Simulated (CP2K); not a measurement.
## Bi under changes of volume

One of the cells (31.117 Å³/atom); the others are scaled copies at fixed shape and fractional positions:

```
Bi
1.0
     3.43194    0.00000    0.00000
    -1.14398    3.23566    0.00000
    -1.14398   -1.61783    2.80217
Bi
1
Direct
  0.00000 0.00000 0.00000
```

This isn't the form of Bi at room conditions, which is rhombohedral.

* Program: CP2K 2026.2
* Functional: r2SCAN
* Potentials or basis: POTENTIAL_UZH Bi GTH-SCAN-q5; TZVP-MOLOPT-SCAN-GTH basis
* Density cutoff: 9184 eV
* k mesh: 9 × 9 × 9
* Occupations: fermi-dirac, width 0.0259 eV
* Spin: no spin polarisation

```csv
volume (Å³/atom),energy over the lowest point (meV/atom),pressure (GPa)
29.250,?,?
29.872,0.00,0.5
30.495,0.57,-0.6
31.117,5.06,-1.6
31.739,12.71,-2.3
32.362,23.10,-3.1
32.984,36.43,-3.8
```

Problem. What does the run at 29.250 Å³/atom give?

Solution. Energy over the lowest point 4.17 meV/atom; pressure 1.7 GPa.

Worked out: A Birch-Murnaghan fit of order 3 (a polynomial in V^(-2/3)) to the other rows has its minimum at 30.07 Å³/atom with B0 = V·E''(V) = 49 GPa and B' = 4.4. It gives 3.39 meV/atom at 29.250 Å³/atom, against the run's 4.17, and -dE/dV = 1.5 GPa, against 1.7.

Energies are extrapolated to zero smearing.

Caveats: the basis of atomic orbitals isn't converged, which shifts pressures, moduli and gaps.
